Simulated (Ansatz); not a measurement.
# Relaxation of PbO₂

Method: DFT LDA, scalar-relativistic, plane waves, PAW in Ansatz 0.2.0. (420 eV cutoff, 12×12×12 k-mesh, Gaussian smearing of 0.10 eV, no spin polarisation)

What was changed in ZrO2: Zr → Pb on all its sites, cell and atoms relaxed.

Spin–orbit coupling is left out, which can shift energies with elements as heavy as these.

Command:

```bash
ansatz run input.yaml --threads 2 --pin off --max-ram 5120MiB --backend cpu --events-out ev --progress --plain --runs-dir out
```

Input:

```yaml
crystal:
  lattice:
    - [-2.0880482341, 2.0880482341, 5.3815668229]
    - [2.0880482341, -2.0880482341, 5.3815668229]
    - [2.0880482341, 2.0880482341, -5.3815668229]
  atoms:
    - { symbol: Pb, position: [0.0, 0.0, 0.0] }
    - { symbol: Pb, position: [0.75, 0.25, 0.5] }
    - { symbol: O, position: [0.7990858313, 0.7990858313, 0.0] }
    - { symbol: O, position: [0.2009141687, 0.2009141687, 0.0] }
    - { symbol: O, position: [0.9509141687, 0.4509141687, 0.5] }
    - { symbol: O, position: [0.5490858313, 0.0490858313, 0.5] }
basis:
  ecutwfc: 420
kpoints:
  mp_grid: { grid: [12, 12, 12] }
hamiltonian:
  xc: lda
scf:
  occupations: { method: gaussian, width: 0.1 }
output:
  forces: true
  stress: true
  eigenvalues: true
relax:
  adjacent_minimum: "off"
  f_tol: 0.01
  max_steps: 60
  cell: { stress_tol: 0.1 }
```

F is the free energy. Steps run on the plane waves of an earlier cell, but the last one, and at times one on the way, on a freshly chosen basis, so a repeated geometry can differ a little in energy.

Steps:

| step | F − F(1) (eV) | largest force component (eV/Å) | V (Å³/atom) | P (GPa) |
| --- | --- | --- | --- | --- |
| 1 | 0.0000 | 0.018 | 15.642 | 0.19 |
| 2 | 0.0003 | 0.004 | 15.660 | -0.02 |
| 3 | -0.0002 | 0.004 | 15.660 | -0.01 |
| 4 | -0.0003 | 0.006 | 15.658 | 0.00 |
| 5 | -0.0002 | 0.006 | 15.658 | 0.00 |

Relaxed structure:

```yaml
crystal:
  lattice:
    - [-2.09032, 2.09032, 5.37522]
    - [2.09032, -2.09032, 5.37522]
    - [2.09032, 2.09032, -5.37522]
  atoms:
    - { symbol: Pb, position: [0.00000, 0.00000, 0.00000] }
    - { symbol: Pb, position: [0.75000, 0.25000, 0.50000] }
    - { symbol: O, position: [0.79877, 0.79877, 0.00000] }
    - { symbol: O, position: [0.20123, 0.20123, 0.00000] }
    - { symbol: O, position: [0.95123, 0.45123, 0.50000] }
    - { symbol: O, position: [0.54877, 0.04877, 0.50000] }
```

Symmetry: I4_1/amd, No. 141, tetragonal system. Conventional cell: a = 4.181 Å, b = 4.181 Å, c = 10.750 Å, α = 90.00°, β = 90.00°, γ = 90.00°. Around Pb (site symmetry -4m2) lie 6 O at 2.16 Å. Around O (site symmetry 2mm) lie 3 Pb at 2.16 Å.

The run converged. It took 46 s on 2 threads of Oxide Virtual Turin-like Processor (Zen 5), with other jobs on the host, peak memory 0.68 GiB.